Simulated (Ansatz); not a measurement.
# MoSe2: the cost of one run

Program: Ansatz 0.2.0. Level of theory: DFT PBEsol, all-electron LAPW, scalar-relativistic unless said. These are calculated values, not measurements.

The COD entry's cell or inner coordinates are ideal or old and differ from later refinements, so a difference from it is no clean test against experiment.

1 further run of the same task is left out (it didn't finish).

## 1. The system as given

Symmetry: P6_3/mmc, No. 194, hexagonal system. The conventional cell has a = 3.269 Å, b = 3.269 Å, c = 13.119 Å, α = 90.00°, β = 90.00°, γ = 120.00°. Mo (site symmetry -6m2) is surrounded by 6 Se at 2.52 Å. Se (site symmetry 3m) is surrounded by 3 Mo at 2.52 Å.

Structure file:

```
CELL_PARAMETERS angstrom
3.26935 0.00000 0.00000
-1.63467 2.83134 0.00000
0.00000 0.00000 13.11946
ATOMIC_POSITIONS crystal
Mo 0.33333 0.66667 0.25000
Mo 0.66667 0.33333 0.75000
Se 0.33333 0.66667 0.62314
Se 0.66667 0.33333 0.12314
Se 0.33333 0.66667 0.87686
Se 0.66667 0.33333 0.37686
```

Cartesian axes are those of the input's lattice vectors. The structure goes back to a database entry.

## 2. Reference run, fine mesh, LAPW

File input.yaml:

```yaml
crystal:
  lattice:
    - [3.26934796575, 0.0, 0.0]
    - [-1.63467398288, 2.83133839215, 0.0]
    - [0.0, 0.0, 13.11946164952]
  atoms:
    - { symbol: Mo, position: [0.333333333333, 0.666666666667, 0.25] }
    - { symbol: Mo, position: [0.666666666667, 0.333333333333, 0.75] }
    - { symbol: Se, position: [0.333333333333, 0.666666666667, 0.623142131365] }
    - { symbol: Se, position: [0.666666666667, 0.333333333333, 0.123142131365] }
    - { symbol: Se, position: [0.333333333333, 0.666666666667, 0.876857868635] }
    - { symbol: Se, position: [0.666666666667, 0.333333333333, 0.376857868635] }
kpoints:
  mp_grid: { grid: [6, 6, 2] }
scf:
  occupations: { method: fixed }
hamiltonian:
  xc: pbesol
  pseudopotentials: { kind: all_electron, lapw: { basis_error: 0.001 } }
output:
  forces: true
  stress: true
  eigenvalues: true
  eigenstates:
    nscf_kmesh: { grid: [10, 10, 4] }
    de_dk: true
    e_range: [-9, 10.91351395138]
checkpoint:
  write: ck
  write_wavefunctions: false
```

Run with:

```sh
$ ansatz run input.yaml --threads 1 --pin off --max-ram 3072MiB --backend cpu --events-out ev --progress --plain --runs-dir out
```

Q: Estimate wall time and peak memory on 1 thread of Intel Xeon 6975P-C (Granite Rapids), shared host.

About 72 s, with a peak of 0.67 GiB.
